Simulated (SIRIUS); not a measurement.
## ZrS2 under changes of volume

One of the cells (23.763 Å³/atom); the others are scaled copies at fixed shape and fractional positions:

```
CELL_PARAMETERS angstrom
3.69138 0.00000 0.00000
-1.84569 3.19683 0.00000
0.00000 0.00000 6.04108
ATOMIC_POSITIONS crystal
Zr 0.00000 0.00000 0.00000
S 0.33333 0.66667 0.23791
S 0.66667 0.33333 0.76209
```

The cell is a database's computed one.

| Quantity | Value |
| --- | --- |
| Program | SIRIUS 7.10.0 |
| Functional | PBEsol |
| Potentials or basis | PseudoDojo 0.4.1 PBEsol standard (scalar relativistic) |
| Cutoff | 915 eV |
| Density cutoff | 3659 eV |
| k mesh | 8 × 8 × 5 |
| Occupations | fermi-dirac, width 0.05 eV |
| Spin | no spin polarisation |

| volume (Å³/atom) | energy over the lowest point (meV/atom) | pressure (GPa) | gap on the mesh (eV) | largest force (eV/Å) |
| --- | --- | --- | --- | --- |
| 22.337 | 7.63 | 3.4 | 0.94 | 0.613 |
| 22.813 | 0.76 | 1.2 | 0.95 | 0.342 |
| 23.288 | 0.00 | -0.7 | 0.97 | 0.090 |
| 23.763 | 4.76 | -2.5 | 0.98 | 0.144 |
| 24.238 | 14.50 | -4.1 | 0.99 | 0.361 |
| 24.714 | ? | ? | ? | ? |
| 25.189 | 46.96 | -6.8 | 1.01 | 0.750 |

Question: What does the run at 24.714 Å³/atom give?

Answer: Energy over the lowest point 28.71 meV/atom; pressure -5.5 GPa; gap on the mesh 1.00 eV; largest force 0.563 eV/Å.

Worked out: A Birch-Murnaghan fit of order 3 (a polynomial in V^(-2/3)) to the other rows has its minimum at 23.11 Å³/atom with B0 = V·E''(V) = 94 GPa and B' = 4.1 at fixed shape and positions, which overstates the stiffness. It gives 28.72 meV/atom at 24.714 Å³/atom, against the run's 28.71, and -dE/dV = -5.5 GPa, against -5.5. A straight line through the other rows of the gap, of slope 0.593 eV per unit of ln V, gives 1.00 eV, against the run's 1.00.

Energies are extrapolated to zero smearing.

Caveats: an odd mesh through Γ misses points on the zone boundary, where band edges often lie; this functional lacks dispersion, which binds the layers, so the pressure and a relaxed spacing across them are unreliable. Spin-orbit coupling on Zr is left out.
